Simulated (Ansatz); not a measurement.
The calculation used Ansatz, DFT PBE, scalar-relativistic, plane waves, PAW.

Structure of SnS:

```yaml
crystal:
  lattice:
    - [11.44551, 0.00000, 0.00000]
    - [0.00000, 4.02328, 0.00000]
    - [0.00000, 0.00000, 4.45420]
  atoms:
    - { symbol: Sn, position: [0.12154, 0.25000, 0.13001] }
    - { symbol: Sn, position: [0.37846, 0.75000, 0.63001] }
    - { symbol: Sn, position: [0.62154, 0.25000, 0.36999] }
    - { symbol: Sn, position: [0.87846, 0.75000, 0.86999] }
    - { symbol: S, position: [0.84990, 0.25000, 0.47744] }
    - { symbol: S, position: [0.65010, 0.75000, 0.97744] }
    - { symbol: S, position: [0.34990, 0.25000, 0.02256] }
    - { symbol: S, position: [0.15010, 0.75000, 0.52256] }
```

Settings: cutoff 420 eV, Γ-centred mesh 4×8×6 on the computed 8-atom cell, Gaussian smearing of 0.02 eV; no spin polarisation.

Levels along Γ–X–S–Y–Γ–Z–U–R–T–Z | X–U | Y–T | S–R, in eV from a zero inside the gap, sorted by energy at each point. Points in fractions of the primitive reciprocal vectors: Γ (0.000 0.000 0.000), X (0.500 0.000 0.000), S (0.500 0.500 0.000), Y (0.000 0.500 0.000), Z (0.000 0.000 0.500), U (0.500 0.000 0.500), R (0.500 0.500 0.500), T (0.000 0.500 0.500).
```tsv
point	k (1/Å, with 2π)	band 37	band 38	band 39	band 40	band 41	band 42	band 43
Γ	0.000	-2.17	-1.52	-1.12	-0.86	0.69	2.55	2.56
-	0.039	-2.17	-1.56	-1.11	-0.87	0.75	2.49	2.55
-	0.078	-2.18	-1.70	-1.09	-0.87	0.92	2.43	2.51
-	0.118	-2.20	-1.87	-1.07	-0.88	1.15	2.38	2.46
-	0.157	-2.23	-2.05	-1.04	-0.89	1.42	2.35	2.42
-	0.196	-2.26	-2.22	-1.01	-0.91	1.70	2.33	2.37
-	0.235	-2.36	-2.30	-0.98	-0.93	1.98	2.32	2.34
X	0.275	-2.35	-2.35	-0.95	-0.95	2.22	2.22	2.33
-	0.386	-2.28	-2.28	-0.94	-0.94	2.24	2.24	2.43
-	0.498	-2.14	-2.14	-0.92	-0.92	2.19	2.19	2.52
-	0.609	-1.99	-1.99	-0.91	-0.91	1.75	1.75	2.43
-	0.721	-1.89	-1.89	-0.93	-0.93	1.24	1.24	2.20
-	0.832	-1.82	-1.82	-1.00	-1.00	0.95	0.95	1.89
-	0.944	-1.69	-1.69	-1.19	-1.19	0.97	0.97	1.57
S	1.055	-1.45	-1.45	-1.45	-1.45	1.23	1.23	1.23
-	1.095	-1.45	-1.45	-1.44	-1.44	1.19	1.19	1.25
-	1.134	-1.44	-1.44	-1.42	-1.42	1.15	1.15	1.25
-	1.173	-1.42	-1.42	-1.40	-1.40	1.09	1.09	1.24
-	1.212	-1.39	-1.39	-1.38	-1.38	1.05	1.05	1.21
-	1.251	-1.37	-1.37	-1.36	-1.36	1.01	1.01	1.17
-	1.291	-1.36	-1.36	-1.33	-1.33	0.99	0.99	1.14
Y	1.330	-1.35	-1.35	-1.32	-1.32	0.98	0.98	1.13
-	1.441	-1.51	-1.33	-1.30	-1.09	0.76	1.09	1.14
-	1.553	-1.74	-1.27	-1.26	-0.72	0.48	1.42	1.43
-	1.665	-1.96	-1.19	-1.19	-0.63	0.64	1.23	1.86
-	1.776	-2.12	-1.14	-1.05	-0.88	1.02	1.25	2.32
-	1.888	-2.18	-1.18	-1.12	-0.94	0.85	1.99	2.61
-	1.999	-2.18	-1.42	-1.12	-0.88	0.73	2.60	2.65
Γ	2.111	-2.17	-1.52	-1.12	-0.86	0.69	2.55	2.56
-	2.211	-2.16	-1.42	-1.19	-0.85	0.71	2.32	2.57
-	2.312	-2.13	-1.36	-1.16	-0.86	0.80	1.87	2.58
-	2.413	-1.75	-1.57	-0.90	-0.84	0.98	1.37	2.34
-	2.514	-1.70	-1.27	-0.93	-0.58	0.96	1.26	1.84
-	2.615	-1.70	-0.90	-0.82	-0.56	0.84	1.40	1.59
-	2.715	-1.57	-0.91	-0.75	-0.49	0.94	1.28	1.52
Z	2.816	-1.28	-1.28	-0.54	-0.54	1.14	1.14	1.56
-	2.855	-1.27	-1.27	-0.53	-0.53	1.14	1.14	1.57
-	2.894	-1.23	-1.23	-0.53	-0.53	1.13	1.13	1.58
-	2.934	-1.19	-1.19	-0.53	-0.53	1.12	1.12	1.59
-	2.973	-1.15	-1.15	-0.53	-0.53	1.12	1.12	1.59
-	3.012	-1.13	-1.13	-0.52	-0.52	1.13	1.13	1.58
-	3.051	-1.11	-1.11	-0.52	-0.52	1.13	1.13	1.58
U	3.091	-1.10	-1.10	-0.52	-0.52	1.14	1.14	1.57
-	3.202	-1.07	-1.07	-0.65	-0.65	1.32	1.32	1.53
-	3.314	-1.16	-1.16	-1.11	-1.11	1.79	1.79	1.87
-	3.425	-1.69	-1.69	-1.40	-1.40	2.11	2.11	2.45
-	3.537	-2.04	-2.04	-1.65	-1.65	2.12	2.12	2.89
-	3.648	-2.06	-2.06	-1.80	-1.80	2.13	2.13	2.81
-	3.760	-1.99	-1.99	-1.86	-1.86	2.19	2.19	2.56
R	3.871	-1.92	-1.92	-1.92	-1.92	2.33	2.33	2.33
-	3.910	-2.03	-2.03	-1.83	-1.83	2.31	2.31	2.37
-	3.950	-2.15	-2.15	-1.77	-1.77	2.31	2.31	2.42
-	3.989	-2.27	-2.27	-1.73	-1.73	2.32	2.32	2.47
-	4.028	-2.39	-2.39	-1.70	-1.70	2.35	2.35	2.52
-	4.067	-2.49	-2.49	-1.69	-1.69	2.38	2.38	2.56
-	4.107	-2.57	-2.57	-1.69	-1.69	2.41	2.41	2.58
T	4.146	-2.59	-2.59	-1.69	-1.69	2.42	2.42	2.59
-	4.257	-2.60	-2.60	-1.64	-1.64	2.11	2.11	2.89
-	4.369	-2.47	-2.47	-1.50	-1.50	1.75	1.75	3.13
-	4.480	-2.09	-2.09	-1.32	-1.32	1.45	1.45	3.02
-	4.592	-1.59	-1.59	-1.09	-1.09	1.23	1.23	2.48
-	4.704	-1.15	-1.15	-0.87	-0.87	1.15	1.15	1.81
-	4.815	-1.14	-1.14	-0.60	-0.60	1.19	1.19	1.41
Z	4.927	-1.28	-1.28	-0.54	-0.54	1.14	1.14	1.56
X	4.927	-2.35	-2.35	-0.95	-0.95	2.22	2.22	2.33
-	5.027	-2.31	-2.31	-0.98	-0.98	2.13	2.13	2.41
-	5.128	-1.98	-1.98	-1.06	-1.06	1.97	1.97	2.51
-	5.229	-1.63	-1.63	-1.13	-1.13	1.75	1.75	2.50
-	5.330	-1.47	-1.47	-0.98	-0.98	1.49	1.49	2.31
-	5.430	-1.38	-1.38	-0.70	-0.70	1.24	1.24	2.03
-	5.531	-1.21	-1.21	-0.54	-0.54	1.12	1.12	1.73
U	5.632	-1.10	-1.10	-0.52	-0.52	1.14	1.14	1.57
Y	5.632	-1.35	-1.35	-1.32	-1.32	0.98	0.98	1.13
-	5.733	-1.53	-1.53	-1.22	-1.22	0.86	0.86	1.25
-	5.833	-1.91	-1.91	-1.10	-1.10	0.74	0.74	1.65
-	5.934	-2.28	-2.28	-1.17	-1.17	0.92	0.92	2.22
-	6.035	-2.53	-2.53	-1.35	-1.35	1.30	1.30	2.77
-	6.136	-2.62	-2.62	-1.52	-1.52	1.73	1.73	2.96
-	6.237	-2.61	-2.61	-1.64	-1.64	2.14	2.14	2.81
T	6.337	-2.59	-2.59	-1.69	-1.69	2.42	2.42	2.59
S	6.337	-1.45	-1.45	-1.45	-1.45	1.23	1.23	1.23
-	6.438	-1.48	-1.48	-1.48	-1.48	1.24	1.24	1.24
-	6.539	-1.60	-1.60	-1.60	-1.60	1.43	1.43	1.43
-	6.639	-1.78	-1.78	-1.78	-1.78	1.81	1.81	1.81
-	6.740	-1.89	-1.89	-1.89	-1.89	2.18	2.18	2.18
-	6.841	-1.92	-1.92	-1.92	-1.92	2.33	2.33	2.33
-	6.942	-1.92	-1.92	-1.92	-1.92	2.34	2.34	2.34
R	7.043	-1.92	-1.92	-1.92	-1.92	2.33	2.33	2.33
```

Cost: 1 run of about 4.9 core-minutes, on Intel Xeon Platinum 8259CL (Skylake/Cascade Lake) (shared hosts).